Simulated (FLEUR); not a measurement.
Here is a FLEUR MaX-R8.1 (later development tree) calculation.

The input inp.xml:

```xml
<?xml version="1.0" encoding="UTF-8" standalone="no"?>
<fleurInput fleurInputVersion="0.39">
   <comment>
      Zr                                                                                                  
   </comment>
   <calculationSetup>
      <cutoffs Kmax="4.1" Gmax="12.7" GmaxXC="12.7" numbands="0"/>
      <scfLoop itmax="60" minDistance="0.00001" maxIterBroyd="15" imix="Anderson" alpha="0.05" precondParam="0.0" spinf="2.0" sdNocoIR="T"/>
      <coreElectrons ctail="T" frcor="F" kcrel="0" coretail_lmax="0"/>
      <xcFunctional name="PBEs" relativisticCorrections="F"/>
      <magnetism jspins="1"/>
      <soc l_soc="F" theta="0.0" phi="0.0" spav="F"/>
      <expertModes spex="0" secvar="F"/>
      <geometryOptimization l_f="F" forcealpha="1.0" forcemix="BFGS" epsdisp="0.00001" epsforce="0.00001"/>
      <ldaU l_linMix="F" mixParam="0.05" spinf="1.0"/>
   </calculationSetup>
   <cell>
      <bzIntegration valenceElectrons="24.0" mode="hist" fermiSmearingEnergy="0.00183747">
         <kPointListSelection listName="default-1"/>
         <!-- k-points included here -->
         <xi:include xmlns:xi="http://www.w3.org/2001/XInclude" href="kpts.xml"> </xi:include>
      </bzIntegration>
      <!-- symmetry operations included here -->
      <xi:include xmlns:xi="http://www.w3.org/2001/XInclude" href="sym.xml"> </xi:include>
      <bulkLattice scale="1.0">
         <bravaisMatrix>
            <row-1>    5.7855305925474667     0.0000000000000000     0.0000000000000000</row-1>
            <row-2>   -2.8927652962737334     5.0104164673672109     0.0000000000000000</row-2>
            <row-3>    0.0000000000000000     0.0000000000000000     9.2135290716954632</row-3>
         </bravaisMatrix>
      </bulkLattice>
   </cell>
   <atomSpecies>
      <species name="Zirconium (Zr)" element="Zr" atomicNumber="40">
         <mtSphere radius="2.56" gridPoints="873" logIncrement="0.015"/>
         <atomicCutoffs lmax="10" lnonsphr="10"/>
         <electronConfig flipSpins="F">
            <coreConfig>(1s1/2) (2s1/2) (2p1/2) (2p3/2) (3s1/2) (3p1/2) (3p3/2) (3d3/2) (3d5/2)</coreConfig>
            <valenceConfig>(4s1/2) (4p1/2) (4p3/2) (5s1/2) (4d3/2) (4d5/2)</valenceConfig>
            <stateOccupation state="(4d3/2)" spinUp="0.400000" spinDown="0.400000"/>
            <stateOccupation state="(4d5/2)" spinUp="0.600000" spinDown="0.600000"/>
         </electronConfig>
         <energyParameters s="5" p="5" d="4" f="4"/>
         <lo type="SCLO" l="0" n="4" eDeriv="0"/>
         <lo type="SCLO" l="1" n="4" eDeriv="0"/>
         <lo type="SCLO" l="1" n="4" eDeriv="1"/>
         <lo type="SCLO" l="2" n="4" eDeriv="2"/>
         <lo type="SCLO" l="3" n="4" eDeriv="2"/>
      </species>
   </atomSpecies>
   <atomGroups>
      <atomGroup species="Zirconium (Zr)">
         <relPos label="                   1">-1.000/3.000 1.000/3.000 -1.000/4.000</relPos>
         <relPos label="                   2">1.000/3.000 -1.000/3.000 1.000/4.000</relPos>
         <force calculate="T" relaxXYZ="TTT"/>
      </atomGroup>
   </atomGroups>
   <output dos="F" band="F" slice="F">
      <checks vchk="F" cdinf="F"/>
      <bandDOS minEnergy="-.5*Htr" maxEnergy="0.5*Htr" sigma="0.015" storeEVData="T"/>
      <vacuumDOS vacdos="F" integ="F" star="F" nstars="0" locx1="0.0" locy1="0.0" locx2="0.0" locy2="0.0" nstm="0" tworkf="0.0"/>
      <unfoldingBand unfoldBand="F" supercellX="1" supercellY="1" supercellZ="1"/>
      <plotting iplot="0" polar="F">
         <plot TwoD="T" vec1="  1.0  0.0  0.0" vec2="  0.0  1.0  0.0" vec3="  0.0  0.0  1.0" zero="  0.0  0.0  0.0" file="plot"/>
      </plotting>
      <chargeDensitySlicing numkpt="0" minEigenval="0.0" maxEigenval="0.0" nnne="0" pallst="F"/>
      <specialOutput eonly="F"/>
      <moessbauerParams electricFieldGradient="T" isomerShift="T" coreHyperfine="T" valenceHyperfine="T"/>
      <magneticCircularDichroism mcd="F" energyLo="-10.0" energyUp="0.0"/>
   </output>
  <!-- We include the file relax.xml here to enable relaxations (see documentation) -->
  <xi:include xmlns:xi="http://www.w3.org/2001/XInclude" href="relax.xml"> <xi:fallback/> </xi:include>
</fleurInput>
```

Contents of crystal.txt:

```
Zr
&input cartesian=F /
3.0615709426  0.0000000000  0.0000000000
-1.5307854713  2.6513982117  0.0000000000
0.0000000000  0.0000000000  4.8755896168
1.8897261246
1.0 1.0 1.0

2
40 0.6666666666  0.3333333332  0.7500000000
40 0.3333333332  0.6666666666  0.2500000000

&kpt div1=9 div2=9 div3=5 gamma=T /
```

Potentials or basis: all-electron, FLAPW.

Run with:

```bash
$ inpgen -f crystal.txt -profile fastHighL
$ # inp.xml edited to the form shown
$ fleur_MPI
```

Q: Estimate the band gap on the k mesh.

A: None (metal or under the smearing width).

Core levels (eV from the Fermi level):
```
atom                                                                                                                             levels
1 Zr  1s1/2 -17799.1, 2s1/2 -2460.4, 2p1/2 -2252.1, 2p3/2 -2166.4, 3s1/2 -397.6, 3p1/2 -320.1, 3p3/2 -306.4, 3d3/2 -169.7, 3d5/2 -167.2
2 Zr  1s1/2 -17799.1, 2s1/2 -2460.4, 2p1/2 -2252.1, 2p3/2 -2166.4, 3s1/2 -397.6, 3p1/2 -320.1, 3p3/2 -306.4, 3d3/2 -169.7, 3d5/2 -167.2
```
